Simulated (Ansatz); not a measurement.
## MgO (wurtzite) under strain

MgO (wurtzite), relaxed with r2SCAN in the PAW code Ansatz. Space group P6_3mc (No. 186), hexagonal; a = 3.288 Å, c = 5.034 Å in the conventional setting, 11.79 Å³ an atom. Mg is surrounded by 4 O at 1.97–1.99 Å; O is surrounded by 4 Mg at 1.97–1.99 Å.

The axes x, y and z are those of this cell:
```
CELL_PARAMETERS angstrom
3.28822 0.00000 0.00000
-1.64411 2.84768 0.00000
0.00000 0.00000 5.03437
ATOMIC_POSITIONS crystal
Mg 0.33333 0.66667 0.99016
Mg 0.66667 0.33333 0.49016
O 0.33333 0.66667 0.38484
O 0.66667 0.33333 0.88484
```

Unstrained: PBE gives a direct gap of 3.556 eV at Γ. The r2SCAN gap is direct at Γ: 4.223 eV. With HSE06 the gap is 5.158 eV and direct, at Γ. Meshes: PBE 12×12×6, r2SCAN 12×12×6, HSE06 6×6×4. Strains are changes of length per length. After each strain the atoms were relaxed again with r2SCAN within the symmetry that the strain leaves, so tilts or polar shifts that break it weren't tested; points keep the names that they have in the unstrained zone. Simulation only: spin-unpolarised, and no claim that this is the phase found in nature.

Changes of the least gap in eV (an overlap counts as a negative gap):
```json
{"strain": "uniaxial +4.0 % along z", "volume change (%)": "+4.0", "space group": "P6_3mc", "PBE": "-0.074", "r2SCAN": "-0.083", "HSE06": "-0.091", "energy rise, r2SCAN (meV/atom)": "8.0"}
{"strain": "isotropic +2.5 % on every length", "volume change (%)": "+7.7", "space group": "P6_3mc", "PBE": "-0.380", "r2SCAN": "-0.403", "HSE06": "-0.423", "energy rise, r2SCAN (meV/atom)": "24.1"}
{"strain": "uniaxial -2.0 % along x", "volume change (%)": "-2.0", "space group": "Cmc2_1", "PBE": "+0.146", "r2SCAN": "+0.153", "HSE06": "+0.160", "energy rise, r2SCAN (meV/atom)": "3.1"}
```

Uniaxial +4.0 % along z, other directions held. HSE06: the gap goes from 5.158 to 5.067 eV (-0.091 eV). Stress change with r2SCAN, compression positive: xx -3.32, yy -3.32, zz -5.63 GPa.

Isotropic +2.5 % on every length. HSE06: the gap goes from 5.158 to 4.735 eV (-0.423 eV). Stress change with r2SCAN, compression positive: xx -8.62, yy -8.62, zz -6.91 GPa. For HSE06, dE_g/d ln V = -5.7 eV over this step.

Uniaxial -2.0 % along x, other directions held. HSE06: the gap goes from 5.158 to 5.318 eV (+0.160 eV). Stress change with r2SCAN, compression positive: xx +4.25, yy +2.18, zz +2.03 GPa.

The meshes of the hybrids are coarse, so their gaps aren't converged to the digits shown.
